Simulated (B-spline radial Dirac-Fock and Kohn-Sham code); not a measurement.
K-line shifts caused by a second vacancy in Mn²⁺

System: manganese as Mn²⁺, configuration [Ar] 3d5, inside a Watson sphere of charge -2 and radius 2.7 Å (a model of the Madelung potential; inside it an electron's potential energy is raised by 10.7 eV).

The run's input, task.json:

```json
{"items": [{
  "Z": 25,
  "q": 2,
  "cfg": [[1, 0, 2], [2, 0, 2], [2, 1, 6], [3, 0, 2], [3, 1, 6], [3, 2, 5]],
  "A": 55,
  "rrms": 3.7057,
  "watson": [-2, 2.7],
  "do": ["binding", "quiet", "double"]
}]}
```

Run with: `python xray_run.py task.json out`

Calculated with a B-spline atomic structure program, using multi-electron Dirac-Fock with separately optimised hole states, Breit and Lamb-shift corrections added in first order. Each two-hole energy is an average over J within one jj subconfiguration, not an observable level; in light atoms, where LS coupling holds, the j-resolved values are not observed lines, and for a K spectator the Kα1 hypersatellite is nearly forbidden. Correlation and solid-state effects are left out.

Lines without a spectator: Kα2 (K-L2) 5886.9 eV, Kα1 (K-L3) 5897.0 eV, Kβ3 (K-M2) 6487.0 eV, Kβ1 (K-M3) 6488.3 eV. Shifts in eV with one spectator hole (a dash: not computed, or left out as unreliable):

| spectator hole | Kα2 | Kα1 | Kβ3 | Kβ1 |
| --- | --- | --- | --- | --- |
| L2 (2p1/2) | +23.62 | +28.94 | – | +66.4 |
| L3 (2p3/2) | +27.13 | +25.93 | +64.5 | – |
| M2 (3p1/2) | – | +2.02 | +4.88 | +6.35 |
| M3 (3p3/2) | +1.86 | – | +6.05 | +5.65 |

Q: Where does the K-L3 hypersatellite lie, emitted when both K electrons are missing?

A: +262.9 eV from the normal line, at 6159.9 eV. Removing both K electrons costs 13471.6 eV, which is 351.7 eV more than twice the K binding energy. In light atoms the observed hypersatellite is the ¹S₀ → ¹P₁ component, which lies below this average, and the triplet component is nearly forbidden.

With n spectator holes in 2p, averaged over the 2p shell (energies in eV):

```
n    KαLⁿ   step  hypersatellite KαʰLⁿ
0  5893.6      –                6155.9
1  5920.5  +26.9                6184.0
2  5948.5  +28.0                6213.2
3  5977.6  +29.1                6243.5
4  6007.9  +30.3                6275.0
5  6039.3  +31.4                6307.7
```
